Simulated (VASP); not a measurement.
Set up this calculation in VASP 6.6.1, as an ASE script.

| Item | Value |
| --- | --- |
| Task | single point |
| Functional | PBEsol |
| Potentials or basis | VASP PAW PBE potentials, release 54 (Ti_sv, O) |
| Cutoff | 520 eV |
| k mesh | 10 × 10 × 6 |
| Occupations | gaussian, width 0.1 eV |
| Spin | no spin polarisation |
| Further INCAR settings | ALGO = Fast; EDIFF = 1.00e-06; NBANDS = 22 |

The structure of Ti2O lies in Ti2O.cif:

```cif
data_Ti2O
_cell_length_a 2.91940000
_cell_length_b 2.91940000
_cell_length_c 4.71300000
_cell_angle_alpha 90.00000000
_cell_angle_beta 90.00000000
_cell_angle_gamma 120.00000000
_space_group_name_H-M_alt 'P-3m1'
_space_group_name_Hall '-P 3 2"'
_space_group_IT_number 164
loop_
_space_group_symop_operation_xyz
'x,y,z'
'-x,-y,-z'
'-y,x-y,z'
'y,-x+y,-z'
'-x+y,-x,z'
'x-y,x,-z'
'y,x,-z'
'-y,-x,z'
'x-y,-y,-z'
'-x+y,y,z'
'-x,-x+y,-z'
'x,x-y,z'
loop_
_atom_site_label
_atom_site_type_symbol
_atom_site_symmetry_multiplicity
_atom_site_Wyckoff_symbol
_atom_site_fract_x
_atom_site_fract_y
_atom_site_fract_z
_atom_site_occupancy
Ti1 Ti 2 d 0.3333333333 0.6666666667 0.7212600000 1
O1 O 1 a 0.0000000000 0.0000000000 0.0000000000 1
```

One way to write it, as run:

run.py

```python
from ase.calculators.vasp import Vasp
from ase.dft.bandgap import bandgap
from ase.io import read

atoms = read('Ti2O.cif', primitive_cell=True, subtrans_included=False)
calc = Vasp(
    directory='calc',
    xc='pbesol',
    pp='PBE',
    setups='recommended',
    pp_version='54',
    prec='Accurate',
    encut=520,
    ediff=1e-06,
    ismear=0,
    sigma=0.1,
    lreal=False,
    lasph=True,
    nelm=80,
    algo='Fast',
    isif=2,
    lwave=False,
    lcharg=False,
    kpts=[10, 10, 6],
    gamma=True,
    nbands=22,
)
atoms.calc = calc

print('energy (eV):', atoms.get_potential_energy())
print('free energy (eV):', atoms.get_potential_energy(force_consistent=True))
print('forces (eV/A):')
print(atoms.get_forces())
print('stress (eV/A^3, Voigt):', atoms.get_stress())
print('Fermi level (eV):', calc.get_fermi_level())
gap, top, bottom = bandgap(calc)
print('band gap (eV):', gap, 'from (spin, k, band)', top, 'to', bottom)
```

Potentials or basis: VASP PAW PBE potentials, release 54 (Ti_sv, O).

The run is started by

```console
$ python run.py
```

It gave:

```
Pressure               : 4.8 GPa
Largest force          : 1.278 eV/Å
Band gap on the k mesh : none (metal or under the smearing width)
```

Caveat: the PAW data sets were made with another functional, which shifts forces and pressure a little; semilocal functionals often make such compounds metallic where correlation or magnetic order opens a gap, which also shifts bond lengths.

Run time: 99 s on 1 thread of AMD EPYC 9R45 (Zen 5), with other jobs on the host, peak memory 0.15 GiB.
